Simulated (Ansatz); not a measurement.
BAs in Ansatz: the effect of functional

BAs:

```
B As
1.0
     3.23587    0.00000    0.00000
     0.00000    3.23587    0.00000
     0.00000    0.00000    3.23587
B As
1 1
Direct
  0.00000 0.00000 0.00000
  0.50000 0.50000 0.50000
```

The cell was built by a generator and needn't be a form met in nature.

Alike in all runs:

```yaml
Program: Ansatz 0.2.0
Task: band structure
Potentials_or_basis: Ansatz PAW
k_mesh: 8 × 8 × 8
Occupations: fermi-dirac, width 0.05 eV
Spin: no spin polarisation
```

| functional | cutoff | pressure (GPa) |
| --- | --- | --- |
| LDA | 420 eV (not typed: the program's choice for these potentials) | -18.8 |
| PBE | 420 eV (not typed: the program's choice for these potentials) | -14.8 |
| PBEsol | 420 eV (not typed: the program's choice for these potentials) | ? |
| RPBE | 420 eV (not typed: the program's choice for these potentials) | -13.4 |
| revPBE | 420 eV (not typed: the program's choice for these potentials) | -13.8 |
| BLYP | 420 eV (not typed: the program's choice for these potentials) | -8.0 |
| r2SCAN | 500 eV (not typed: the program's choice for these potentials) | -14.8 |

Task: What does the run with functional PBEsol give?

Result: Pressure -17.7 GPa.

Caveats: the PAW data sets come from PBE, with cores solved anew for the run's functional, which leaves a small shift of forces and pressure (some runs).
